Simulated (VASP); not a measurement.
Sn, 1 atom in the cell. Symmetry: I4/mmm, No. 139, tetragonal system. The conventional cell has a = 4.058 Å, b = 4.058 Å, c = 3.322 Å, α = 90.00°, β = 90.00°, γ = 90.00°. Sn (site symmetry 4/mmm) has 10 Sn at 3.32 Å as nearest neighbours. This isn't the form of Sn at room conditions, which is tetragonal (white tin).

- Program: VASP 6.6.1
- Task: relaxation of cell and atoms
- Functional: r2SCAN
- Potentials or basis: VASP PAW PBE potentials, release 64 (Sn_d)
- Cutoff: 600 eV
- k mesh: 8 × 8 × 8
- Occupations: fermi-dirac, width 0.05 eV
- Spin: no spin polarisation
- Ladder: gaps
- Further INCAR settings: ALGO = Normal; EDIFF = 1e-07; IBRION = 2; EDIFFG = -0.005; NSW = 40; ISIF = 3

Potentials or basis: VASP PAW PBE potentials, release 64 (Sn_d).

Command:

```sh
$ cat potpaw_PBE.64/Sn_d/POTCAR > POTCAR
$ mpirun -np 1 vasp_std > vasp.out
```

Hardware: 1 thread of AMD EPYC 9R45 96-Core Processor (Zen 5) (shared host).

Task: Estimate the wall time of this run.

Result: Run time: 5 min on 1 thread of AMD EPYC 9R45 96-Core Processor (Zen 5), with other jobs on the host, peak memory 0.16 GiB. Counts: scf iterations 73, k points 59, ion steps 7.
